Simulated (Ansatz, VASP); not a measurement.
## One calculation of WC (Qusongite), two programs

```
CELL_PARAMETERS angstrom
2.90650 0.00000 0.00000
-1.45325 2.51710 0.00000
0.00000 0.00000 2.83660
ATOMIC_POSITIONS crystal
W 0.00000 0.00000 0.00000
C 0.66667 0.33333 0.50000
```

Alike in both runs: task single point; functional PBE; k mesh 10 × 10 × 9; occupations gaussian, width 0.025 eV; no spin polarisation.

|  | VASP | Ansatz |
| --- | --- | --- |
| version | VASP 6.6.1 | Ansatz 0.2.0 |
| potentials or method | VASP PAW PBE potentials, release 64 (W_sv, C) | Ansatz PAW |
| plane-wave cutoff (eV) | 520 | 420 |
| valence electrons in the cell | 18 | 18 |

Ansatz gave:

| Property | Result |
| --- | --- |
| gap on the k mesh at the Fermi level (eV) | none |
| pressure (GPa) | 5.6 |
| largest component of the traceless stress (GPa) | 0.62 |

Q: What did VASP give for the same quantities?

A: gap on the k mesh at the Fermi level (eV): none; pressure (GPa): 6.7; largest component of the traceless stress (GPa): 0.44.

A gap of «none» marks a metal or a gap that the smearing closes.

Caveats: the pressure holds a Pulay correction of +0.3 GPa for the finite cutoff (Ansatz). Spin-orbit coupling is left out, which matters for the levels of W.
